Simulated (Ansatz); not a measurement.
AlSb (zinc blende)

```
AlSb
1.0
    0.00000     6.22551     6.22551
    3.11275     3.11275     6.22551
    3.11275     3.11275     0.00000
Sb Al
2 2
Cartesian
  4.66913   4.66913   4.66913
  4.66913   7.78188   7.78188
  0.00000   0.00000   0.00000
  3.11275   6.22551   3.11275
```

A phonon eigenvector at X = (0.5, 0.5, 0.0) is frozen into this cell: atom i moves by Q times the vector below, so Q is the largest atomic displacement, in Å. The cell is held. It is one choice among 2 degenerate patterns. (q is in reciprocal vectors of the primitive cell; the cell shown is doubled to hold the pattern.)

```json
[
 {"atom": "Sb1", "x": "-0.221", "y": "0.000", "z": "0.000"},
 {"atom": "Sb2", "x": "0.221", "y": "0.000", "z": "0.000"},
 {"atom": "Al3", "x": "0.000", "y": "1.000", "z": "0.000"},
 {"atom": "Al4", "x": "0.000", "y": "-1.000", "z": "0.000"}
]
```

All values below come from PBE (plane waves to 420 eV, PAW, scalar-relativistic; Ansatz, a quantum-chemistry and plane-wave program). k mesh 13×13×13 (Γ-centred), Fermi-Dirac smearing 0.05 eV. E stands for the smeared free energy. AlSb was relaxed with its symmetry unable to fall. Spin-orbit coupling is left out, though Sb is heavy. The zero of ΔE is the undisplaced structure.

```
Q (Å)    ΔE (meV/cell)
-------  -------------
-0.2800            717
-0.2333            499
-0.1867       withheld
-0.1400            180
-0.0933             80
-0.0467             20
0.0000               0
0.0467              20
0.0933              80
0.1400             180
0.1867        withheld
0.2333             499
0.2800             717
```

Task: Fit an even polynomial form (powers 2, 4) to the given rows and predict ΔE at Q = -0.1867.

Result: Least squares on the 11 given rows: ΔE = (9206)·Q² + (-762.9)·Q⁴, in meV/cell with Q in Å; root-mean-square residual 0.1 meV/cell. At -0.1867 the fit gives 320 meV/cell; the calculation gives 320 meV/cell, the same to the digits shown. The quadratic term alone would give 321 meV/cell.

(A displaced cell: forces are minus the slopes of the energy, force constants its curvatures, and phonons follow from these.)
